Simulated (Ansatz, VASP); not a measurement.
## Two plane-wave programs on Fe

Contents of INCAR:

```
PREC     = Accurate       # precision mode
ENCUT    = 520            # plane-wave cutoff, eV
EDIFF    = 1E-6           # SCF threshold, eV
ISMEAR   = -1             # smearing method
SIGMA    = 0.05           # smearing width, eV
LREAL    = False          # projectors in reciprocal space
LASPH    = True           # aspherical terms in the spheres
NELM     = 150            # most SCF steps
ALGO     = Normal         # electronic algorithm
ISIF     = 2              # what is computed and relaxed
LWAVE    = False          # write WAVECAR
LCHARG   = True           # write CHGCAR
ISPIN    = 2              # spin polarisation
MAGMOM   = 2.208          # initial moments
LORBIT   = 11             # projections on sites
LMAXMIX  = 4              # l up to which the mixer works
GGA      = PE             # functional
LELF     = True           # ELF
LVHAR    = True         
NBANDS   = 14             # bands
```

KPOINTS

```
regular mesh
0
Gamma
  15 15 15
```

The input POSCAR:

```
Fe
1.0
   -1.4163059769      1.4163059769      1.4163059769
    1.4163059769     -1.4163059769      1.4163059769
    1.4163059769      1.4163059769     -1.4163059769
Fe
1
Direct
    0.0000000000      0.0000000000      0.0000000000
```

Input for Ansatz:

```yaml
crystal:
  lattice:
    - [-1.4163059769, 1.4163059769, 1.4163059769]
    - [1.4163059769, -1.4163059769, 1.4163059769]
    - [1.4163059769, 1.4163059769, -1.4163059769]
  atoms:
    - { symbol: Fe, position: [0.0, 0.0, 0.0], spin: 2.208 }
hamiltonian:
  xc: pbe
  pseudopotentials:
    kind: paw
    azcp:
      Fe: "pseudopotentials/Fe.paw.azcp"
basis:
  ecutwfc: 500
  fft_grid_basis: typed
kpoints:
  mp_grid: { grid: [15, 15, 15], shift: [0, 0, 0] }
magnetization:
  spin_polarized: true
scf:
  occupations: { method: fermi_dirac, width: 0.05 }
  lower_state_search: "off"
output:
  stress: true
```

Alike in both runs: task single point; functional PBE; k mesh 15 × 15 × 15; occupations fermi-dirac, width 0.05 eV; collinear spin.

|  | VASP | Ansatz |
| --- | --- | --- |
| version | VASP 6.6.1 | Ansatz 0.2.0 |
| potentials or method | VASP PAW PBE potentials, release 64 (Fe) | plane waves (500 eV) with PAW, scalar-relativistic |
| plane-wave cutoff (eV) | 520 | 500 |
| valence electrons in the cell | 8 | 16 |

|  | VASP | Ansatz | Ansatz less VASP |
| --- | --- | --- | --- |
| pressure (GPa) | 0.0 | 0.0 | -0.02 |
| net moment per atom (μB) | 2.19 | 2.18 | -0.016 |
| size of the moment on the site where the two differ most (μB) | 2.19 | 2.23 | +0.035 |

Site moments also hang on the region over which each program counts them. The two sets of potentials don't hold the same shells in valence.
